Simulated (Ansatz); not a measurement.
## Two Ansatz runs on Sb

The geometry is COD entry 9013010, unchecked; take it as a test cell. The listed cell was then made from it by scaling, straining or moving an atom.

First run: DFT, PBE, all-electron LAPW, scalar-relativistic (Ansatz 0.2.0).

Command: `ansatz run input.yaml --threads 1 --pin off --max-ram 2048MiB --backend cpu --events-out ev --progress --plain --runs-dir out` The run took 42 s on 1 thread of Arm Neoverse V2, with other jobs on the host, peak memory 0.71 GiB.

```yaml
crystal:
  lattice:
    - [-1.4923523432, 1.4923523432, 2.4591586785]
    - [1.4923523432, -1.4923523432, 2.4591586785]
    - [1.4923523432, 1.4923523432, -2.4591586785]
  atoms:
    - { symbol: Sb, position: [0.0, 0.0, 0.0] }
kpoints:
  mp_grid: { grid: [19, 19, 19] }
scf:
  occupations: { method: fermi_dirac, width: 0.05 }
hamiltonian:
  xc: pbe
  pseudopotentials: { kind: all_electron, lapw: { basis_error: 0.00025 } }
output:
  forces: true
  stress: true
  eigenvalues: true
```

Result: converged; pressure 22.9 GPa; 7 SCF iterations.

Spin–orbit coupling is left out, though it moves levels of the heavy atoms by tenths of an eV or more.

The input is then changed:

```diff
@@ -5,5 +5,5 @@
     - [1.4923523432, 1.4923523432, -2.4591586785]
   atoms:
-    - { symbol: Sb, position: [0.0, 0.0, 0.0] }
+    - { symbol: Sb, position: [0.0, 0.0, 0.0], spin: 2.0 }
 kpoints:
   mp_grid: { grid: [19, 19, 19] }
@@ -17,3 +17,5 @@
   stress: true
   eigenvalues: true
+magnetization:
+  spin_polarized: true
```

(1) Predict the outcome of the changed run.

## Answers

(1) It converged; pressure 22.9 GPa; moment 0.00 μB; 14 SCF iterations.
